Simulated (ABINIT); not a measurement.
# C (Fd-3m) in ABINIT: further runs

Aim: see how the results for C move with the level of theory and the settings. Levels: PBE, BP86+D2, LDA-PZ. Tasks: band structure, equation of state.

Everything below comes from runs of ABINIT 10.8.3 (patched build). Logs are shortened: lines on timing, memory, paths and dates and some standing lists are left out, and cuts for length are marked. The log counts tension as positive stress, the text compression.

**What was measured.**

“Equation of state of cubic boron nitride at high pressures and temperatures”, 2007, arxiv:cond-mat/0702656 quotes, for a bulk crystal of C: bulk modulus 444.8 ± 0.8 GPa.

The runs below are set against these values where they give the same quantity.

### 1 Starting point

Symmetry: Fd-3m, No. 227, cubic system. Conventional cell: a = 3.567 Å, b = 3.567 Å, c = 3.567 Å, α = 90.00°, β = 90.00°, γ = 90.00°. C (site symmetry -43m) has 4 C at 1.54 Å as nearest neighbours.

This isn't the form of C at room conditions, which is graphite.

### 2 Band structure, PBE

Input file run.abi:

```
# Datasets: ground state, then fixed potential
ndtset 2

# Pseudopotentials
pp_dirpath "./"
pseudos "C.GGA_PBE-JTH.xml"

# Structure
acell 2.5220660407 2.5220660407 2.5220660407 Angstrom
rprim
     0.0000000000     0.7071067812     0.7071067812
     0.7071067812     0.0000000000     0.7071067812
     0.7071067812     0.7071067812     0.0000000000
ntypat 1
znucl 6
natom 2
typat 1 1
xred
     0.7500000000     0.7500000000     0.7500000000
     0.5000000000     0.5000000000     0.5000000000

# Plane-wave basis
ecut 544.227725 eV
pawecutdg 40.0

# Exchange and correlation
ixc 11

# Bands and occupations
occopt 3
tsmear 0.05 eV

# SCF cycle
nstep 100

# Output
iomode 3
prtwf 0
prteig 0
prtebands 0
prtden1 1
prtvha1 1
prtvclmb1 1
prtpot1 1

# Dataset 1
kptopt1 1
ngkpt1 13 13 13
nshiftk1 1
shiftk1 0.0 0.0 0.0
nband1 8
tolvrs1 1.0e-9

# Dataset 2: bands along G-X-W-K-G-L-U-W-L-K
iscf2 -2
getden2 1
nband2 12
nbdbuf2 2
tolwfr2 1.0e-12
kptopt2 -9
ndivsm2 8
prteig2 1
prtvol2 -3
kptbounds2
     0.0000000000     0.0000000000     0.0000000000
     0.5000000000     0.0000000000     0.5000000000
     0.5000000000     0.2500000000     0.7500000000
     0.3750000000     0.3750000000     0.7500000000
     0.0000000000     0.0000000000     0.0000000000
     0.5000000000     0.5000000000     0.5000000000
     0.6250000000     0.2500000000     0.6250000000
     0.5000000000     0.2500000000     0.7500000000
     0.5000000000     0.5000000000     0.5000000000
     0.3750000000     0.3750000000     0.7500000000
```

Potentials or basis: JTH PAW PBE v2.0.

Command:

```bash
> abinit run.abi > log 2>&1
```

run.abo:

```text
.Version 10.8.3 of ABINIT
 DATASET    1 : space group Fd -3 m (#227); Bravais cF (face-center cubic)
================================================================================
 Values of the parameters that define the memory need for DATASET  1.
     intxc =       0    ionmov =       0      iscf =      17    lmnmax =       8
     lnmax =       4     mgfft =      20  mpssoang =       2    mqgrid =    3001
     natom =       2  nloc_mem =       2    nspden =       1   nspinor =       1
    nsppol =       1      nsym =      48    n1xccc =       1    ntypat =       1
    occopt =       3   xclevel =       2
       mpw =         335          nfft =        8000          nkpt =          84
 PAW method is used; the additional fine FFT grid is defined by:
   mgfftf=        30    nfftf =     27000
================================================================================
================================================================================

 DATASET    2 : space group Fd -3 m (#227); Bravais cF (face-center cubic)
================================================================================
 Values of the parameters that define the memory need for DATASET  2.
     intxc =       0    ionmov =       0      iscf =      -2    lmnmax =       8
     lnmax =       4     mgfft =      20  mpssoang =       2    mqgrid =    3001
     natom =       2  nloc_mem =       2    nspden =       1   nspinor =       1
    nsppol =       1      nsym =      48    n1xccc =       1    ntypat =       1
    occopt =       3   xclevel =       2
       mpw =         335          nfft =        8000          nkpt =         139
 PAW method is used; the additional fine FFT grid is defined by:
   mgfftf=        30    nfftf =     27000
================================================================================
================================================================================

--------------------------------------------------------------------------------
------------- Echo of variables that govern the present computation ------------
--------------------------------------------------------------------------------
 -outvars: echo values of preprocessed input variables --------
            acell      4.7660140884E+00  4.7660140884E+00  4.7660140884E+00 Bohr
              amu      1.20110000E+01
             ecut      2.00000000E+01 Hartree
           getden1          0
           getden2          1
             iscf1         17
             iscf2         -2
              ixc          11
           jdtset        1    2
           kptopt1          1
           kptopt2         -9
         kptrlatt       13    0    0      0   13    0      0    0   13
          kptrlen1     6.19581832E+01
          kptrlen2     3.00000000E+01
            natom           2
            nband1          8
[... 1007 lines left out ...]
cartesian_forces: null
force_length_stats: {min: null, max: null, mean: null, }
...

 Integrated electronic density in atomic spheres:
 ------------------------------------------------
 Atom  Sphere_radius  Integrated_density
    1        1.50737          2.65497856
    2        1.50737          2.67568099

================================================================================

 ----iterations are completed or convergence reached----

 Mean square residual over all n,k,spin=   31.740E-14; max=  99.949E-14
 reduced coordinates (array xred) for    2 atoms
       0.750000000000      0.750000000000      0.750000000000
       0.500000000000      0.500000000000      0.500000000000

 cartesian coordinates (angstrom) at end:
    1      2.67505500001981     2.67505500001981     2.67505500001981
    2      1.78337000001321     1.78337000001321     1.78337000001321
 length scales=  4.766014088376  4.766014088376  4.766014088376 bohr
              =  2.522066040700  2.522066040700  2.522066040700 angstroms
 Eigenvalues (hartree) for nkpt= 139  k points:
 kpt#   1, nband= 12, wtk=  1.00000, kpt=  0.0000  0.0000  0.0000 (reduced coord)
  -0.41303    0.37615    0.37615    0.37615    0.58166    0.58166    0.58166    0.86530
   1.08479    1.35345    1.35345    1.38811
 kpt#   2, nband= 12, wtk=  1.00000, kpt=  0.0217  0.0000  0.0217 (reduced coord)
  -0.41239    0.37341    0.37341    0.37456    0.58114    0.58496    0.58496    0.86584
   1.08594    1.32113    1.35427    1.38961
 kpt#   3, nband= 12, wtk=  1.00000, kpt=  0.0435  0.0000  0.0435 (reduced coord)
  -0.41046    0.36570    0.36570    0.36982    0.57960    0.59433    0.59433    0.86727
   1.08937    1.27665    1.35671    1.39413
 kpt#   4, nband= 12, wtk=  1.00000, kpt=  0.0652  0.0000  0.0652 (reduced coord)
  -0.40725    0.35421    0.35421    0.36210    0.57712    0.60859    0.60859    0.86896
   1.09495    1.23339    1.36078    1.40165
 kpt#   5, nband= 12, wtk=  1.00000, kpt=  0.0870  0.0000  0.0870 (reduced coord)
  -0.40277    0.34023    0.34023    0.35162    0.57382    0.62642    0.62642    0.86987
   1.10249    1.19372    1.36649    1.41215
 kpt#   6, nband= 12, wtk=  1.00000, kpt=  0.1087  0.0000  0.1087 (reduced coord)
  -0.39701    0.32481    0.32481    0.33863    0.56985    0.64675    0.64675    0.86855
[... 386 lines left out ...]
  -0.14459   -0.06146    0.08458    0.20538    0.61113    0.83881    0.86411    0.88772
   1.04803    1.27875    1.28756    1.55184
 kpt# 136, nband= 12, wtk=  1.00000, kpt=  0.4018  0.4018  0.6964 (reduced coord)
  -0.13328   -0.05367    0.06194    0.19759    0.60311    0.84315    0.85865    0.90836
   1.04387    1.27877    1.29159    1.58505
 kpt# 137, nband= 12, wtk=  1.00000, kpt=  0.3929  0.3929  0.7143 (reduced coord)
  -0.12139   -0.04870    0.04379    0.19055    0.59600    0.81919    0.87658    0.92797
   1.04430    1.27779    1.29944    1.61132
 kpt# 138, nband= 12, wtk=  1.00000, kpt=  0.3839  0.3839  0.7321 (reduced coord)
  -0.10968   -0.04936    0.03382    0.18438    0.58987    0.79490    0.89199    0.94254
   1.05064    1.27564    1.31144    1.62749
 kpt# 139, nband= 12, wtk=  1.00000, kpt=  0.3750  0.3750  0.7500 (reduced coord)
  -0.10079   -0.05498    0.03403    0.17915    0.58470    0.77112    0.90445    0.95066
   1.06344    1.27220    1.32772    1.63315

== END DATASET(S) ==============================================================
================================================================================

 -outvars: echo values of variables after computation  --------
            acell      4.7660140884E+00  4.7660140884E+00  4.7660140884E+00 Bohr
           etotal1    -1.1484849165E+01
            fcart1    -7.1908680719E-28  5.5928973893E-28  7.9898534133E-29
                       7.1908680719E-28 -5.5928973893E-28 -7.9898534133E-29
            rprim      0.0000000000E+00  7.0710678120E-01  7.0710678120E-01
                       7.0710678120E-01  0.0000000000E+00  7.0710678120E-01
                       7.0710678120E-01  7.0710678120E-01  0.0000000000E+00
           strten1    -4.1439581001E-05 -4.1439581001E-05 -4.1439581001E-05
                       0.0000000000E+00  0.0000000000E+00  0.0000000000E+00
           xangst      2.6750550000E+00  2.6750550000E+00  2.6750550000E+00
                       1.7833700000E+00  1.7833700000E+00  1.7833700000E+00
             xred      7.5000000000E-01  7.5000000000E-01  7.5000000000E-01
                       5.0000000000E-01  5.0000000000E-01  5.0000000000E-01
 Calculation completed.
```

Run time: 12 s. Hardware: 1 thread of Arm Neoverse V1, shared host; peak memory 0.11 GiB.

Results:

* Free energy: -312.5187 eV
* Pressure: 1.2 GPa
* Band gap on the k mesh: 4.14 eV, indirect (least direct gap 5.59 eV)
* Band gap along the path: 4.13 eV, indirect (least direct gap 5.59 eV)

Levels at the corners of the path, in eV from the valence-band top:
```csv
point,band 1,band 2,band 3,band 4,band 5,band 6,band 7,band 8,band 9
Γ,-21.47,0.00,0.00,0.00,5.59,5.59,5.59,13.31,19.28
X,-12.76,-12.76,-6.29,-6.29,4.76,4.76,16.82,16.82,23.24
W,-11.97,-11.97,-8.32,-8.32,10.63,10.63,12.32,12.32,21.34
K,-12.98,-11.73,-9.31,-5.36,5.67,10.75,14.38,15.63,18.70
Γ,-21.47,0.00,0.00,0.00,5.59,5.59,5.59,13.31,19.28
L,-15.70,-13.36,-2.80,-2.80,8.46,8.46,8.84,15.70,21.90
U,-12.98,-11.73,-9.31,-5.36,5.67,10.75,14.38,15.63,18.70
W,-11.97,-11.97,-8.32,-8.32,10.63,10.63,12.32,12.32,21.34
L,-15.70,-13.36,-2.80,-2.80,8.46,8.46,8.84,15.70,21.90
K,-12.98,-11.73,-9.31,-5.36,5.67,10.75,14.38,15.63,18.70
```

Caveat: the atomic spheres overlap. As with any semilocal functional, this PBE gap is likely too small.

### 3 Equation of state, BP86+D2

Input file run.abi:

```
# Datasets: one volume each
ndtset 7
getwfk -1
scalecart1 3*0.9795861087
scalecart2 3*0.9864848297
scalecart3 3*0.9932883884
scalecart4 3*1.0000000000
scalecart5 3*1.0066227096
scalecart6 3*1.0131594038
scalecart7 3*1.0196128224

# Pseudopotentials
pp_dirpath "./"
pseudos "C.GGA_PBE-JTH.xml"

# Structure
acell 3*1.0 Angstrom
rprim
     0.0000000000     1.7833700000     1.7833700000
     1.7833700000     0.0000000000     1.7833700000
     1.7833700000     1.7833700000     0.0000000000
ntypat 1
znucl 6
natom 2
typat 1 1
xred
     0.7500000000     0.7500000000     0.7500000000
     0.5000000000     0.5000000000     0.5000000000

# Plane-wave basis
ecut 20.0
pawecutdg 40.0

# k points
kptopt 1
ngkpt 13 13 13
nshiftk 1
shiftk 0.0 0.0 0.0

# Exchange and correlation
ixc -106132
vdw_xc 5

# Bands and occupations
nband 8
occopt 3
tsmear 0.05 eV

# SCF cycle
nstep 100
tolvrs 1.0e-9

# Output
iomode 3
prtwf 1
prtden 0
prteig 0
prtebands 0
```

Potentials or basis: JTH PAW PBE v2.0.

Command:

```bash
> abinit run.abi > log 2>&1
```

Wall time 38 s (1 thread of Arm Neoverse V1, shared host); peak memory 0.12 GiB.

It converged, with:

```yaml
Equilibrium_volume: 5.67 Å³/atom
Bulk_modulus: 441 GPa
Pressure_derivative_of_the_bulk_modulus: 4.0
```

Energy against volume, from the lowest point:
```tsv
volume (Å³/atom)	energy (meV/atom)
5.332	30.75
5.445	13.07
5.558	3.13
5.672	0.00
5.785	3.06
5.899	11.86
6.012	25.75
```

Caveat: pressures at fixed basis lie under the slope of the energies; the PAW data sets were made with another functional, which shifts forces and pressure a little; the atomic spheres overlap.

### 4 Band structure, LDA-PZ

Input file run.abi:

```
# Datasets: ground state, then fixed potential
ndtset 2

# Pseudopotentials
pp_dirpath "./"
pseudos "C.upf"

# Structure
acell 3*1.0
rprim
     0.0000000000     3.3700808789     3.3700808789
     3.3700808789     0.0000000000     3.3700808789
     3.3700808789     3.3700808789     0.0000000000
ntypat 1
znucl 6
natom 2
typat 1 1
xcart
     5.0551213183     5.0551213183     5.0551213183
     3.3700808789     3.3700808789     3.3700808789

# Plane-wave basis
ecut 41.0

# Exchange and correlation
ixc 2

# Bands and occupations
occopt 3
tsmear 0.05 eV

# SCF cycle
nstep 100

# Output
iomode 3
prtwf 0
prteig 0
prtebands 0
enunit 1
prtden1 1

# Dataset 1
kptopt1 1
ngkpt1 13 13 13
nshiftk1 1
shiftk1 0.0 0.0 0.0
nband1 8
tolvrs1 1.0e-10

# Dataset 2: bands along G-X-W-K-G-L-U-W-L-K
iscf2 -2
getden2 1
nband2 12
nbdbuf2 2
tolwfr2 1.0e-12
kptopt2 -9
ndivsm2 8
prteig2 1
kptbounds2
     0.0000000000     0.0000000000     0.0000000000
     0.5000000000     0.0000000000     0.5000000000
     0.5000000000     0.2500000000     0.7500000000
     0.3750000000     0.3750000000     0.7500000000
     0.0000000000     0.0000000000     0.0000000000
     0.5000000000     0.5000000000     0.5000000000
     0.6250000000     0.2500000000     0.6250000000
     0.5000000000     0.2500000000     0.7500000000
     0.5000000000     0.5000000000     0.5000000000
     0.3750000000     0.3750000000     0.7500000000
```

Potentials or basis: PseudoDojo NC SR LDA v0.4.1 standard.

Command:

```bash
> abinit run.abi > log 2>&1
```

Wall time 31 s (1 thread of Arm Neoverse V1, shared host); peak memory 0.11 GiB.

The run converged. Its results:

- Free energy: -328.2695 eV
- Pressure: -10.4 GPa
- Band gap on the k mesh: 4.15 eV, indirect (least direct gap 5.56 eV)
- Band gap along the path: 4.13 eV, indirect (least direct gap 5.56 eV)
- All electrons inside the program's atomic spheres: C 4.65, 4.69 (radii [1.0584] Å)

Levels at the corners of the path, in eV from the valence-band top:
```csv
point,band 1,band 2,band 3,band 4,band 5,band 6,band 7,band 8
Γ,-21.35,0.00,0.00,0.00,5.56,5.56,5.56,13.52
X,-12.64,-12.64,-6.32,-6.32,4.75,4.75,16.61,16.61
W,-11.80,-11.80,-8.38,-8.38,10.49,10.49,12.34,12.34
K,-12.80,-11.62,-9.39,-5.38,5.66,10.69,14.24,15.51
Γ,-21.35,0.00,0.00,0.00,5.56,5.56,5.56,13.52
L,-15.51,-13.39,-2.81,-2.81,8.42,8.42,9.04,15.39
U,-12.80,-11.62,-9.39,-5.38,5.66,10.69,14.24,15.51
W,-11.80,-11.80,-8.38,-8.38,10.49,10.49,12.34,12.34
L,-15.51,-13.39,-2.81,-2.81,8.42,8.42,9.04,15.39
K,-12.80,-11.62,-9.39,-5.38,5.66,10.69,14.24,15.51
```

### 5 The runs side by side

| task | level | potentials or basis | cutoff (eV) | fine-grid cutoff | gap on the mesh (eV) | pressure (GPa) |
| --- | --- | --- | --- | --- | --- | --- |
| band structure | PBE | JTH PAW PBE v2.0 | 544 | 1088.46 eV | 4.14 | 1.2 |
| equation of state | BP86+D2 | JTH PAW PBE v2.0 | 544 | 1088.46 eV | - | - |
| band structure | LDA-PZ | PseudoDojo NC SR LDA v0.4.1 standard | 1116 | - | 4.15 | -10.4 |

Alike in all rows: no spin polarisation; cell as given; k mesh 13 × 13 × 13; smearing fermi-dirac 0.05 eV.

Caveats: the atomic spheres overlap (some runs); pressures at fixed basis lie under the slope of the energies (some runs); the PAW data sets were made with another functional, which shifts forces and pressure a little (some runs).

Total energies depend on the potentials used, so only differences within one code and one set of settings carry meaning.

### 6 Against experiment

Step 3. Measured bulk modulus of C: 444.8 GPa (quoted in “Equation of state of cubic boron nitride at high pressures and temperatures”, 2007, arxiv:cond-mat/0702656). This calculation gives 441 GPa (-0.9 %). 3 values of this kind are on record (442 to 444.8 GPa); this one was drawn at random among those near their median, those with a stated uncertainty first. The fit is for a static lattice scaled at fixed shape and fixed fractional positions. The cell as given is a measured one (5.67 Å³/atom); BP86+D2 puts the equilibrium volume +0.0 % from it, thermal expansion not counted.
